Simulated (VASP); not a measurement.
Consider the following.

```xyz
2
Lattice="0.0000 2.4661 2.4661 2.4661 0.0000 2.4661 2.4661 2.4661 0.0000" Properties=species:S:1:pos:R:3 pbc="T T T"
In     0.0000     0.0000     0.0000
N      1.2330     1.2330     1.2330
```

Method: PBEsol GGA, VASP's PBE PAW potentials (set 64) (plane waves; VASP). Settings: 620 eV cut-off, 13×13×13 Γ-centred mesh, first-order Methfessel-Paxton smearing of 0.10 eV, potentials In_d N.

Energy and stress use the plane-wave basis of the starting cell.

Problem. The ions, cell shape and volume at an external pressure of 10.0 GPa are relaxed. Predict the relaxed structure.

Solution. 
```xyz
2
Lattice="0.0000 2.4417 2.4417 2.4417 0.0000 2.4417 2.4417 2.4417 0.0000" Properties=species:S:1:pos:R:3 pbc="T T T"
In     0.0000     0.0000     0.0000
N      1.2209     1.2209     1.2209
```
Space group F-43m (216), at a tolerance of 0.03 Å.

Problem. How do energy and volume change from the first to the last step?

Solution. The energy (σ→0) changes by +20.3 meV/atom and the volume by -2.9 %, in 3 ionic steps.

The structure was generated: InN was put into the zinc blende type (F-43m), which need not be its known phase. This run relaxes it under an external pressure of 10 GPa. Symmetry was kept, so distortions that lower it aren't found.
